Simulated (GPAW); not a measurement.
Crystal: O.

```xyz
2
Lattice="2.8514 -1.6624 0.0000 2.8514 1.6624 0.0000 -2.3945 0.0000 3.6471" Properties=species:S:1:pos:R:3 pbc="T T T"
O     3.5357    0.0000    3.0797
O    -0.2274    0.0000    0.5674
```

Base run:

- Program: GPAW 26.7.0
- Functional: PBEsol
- Potentials or basis: PAW data sets generated in the run's folder for this functional
- Cutoff: 600 eV
- Basis: pw
- k mesh: 8 × 8 × 6
- Occupations: fermi-dirac, width 0.05 eV
- Spin: no spin polarisation

Its results: band gap on the k mesh none (metal or under the smearing width); pressure -9.0 GPa; largest force 0.814 eV/Å.

Problem. The run is repeated on the same cell with these changes: functional from PBEsol to LDA; potentials or basis from PAW data sets generated in the run's folder for this functional to the program's PAW data sets (release 1.2.1) made for this functional. What comes out?

Solution. Band gap on the k mesh none (metal or under the smearing width); pressure -11.8 GPa; largest force 1.333 eV/Å.

Caveats: the cutoff is short for stress and forces, so pressures can be off by a GPa or more; spin is off for a triplet molecule.
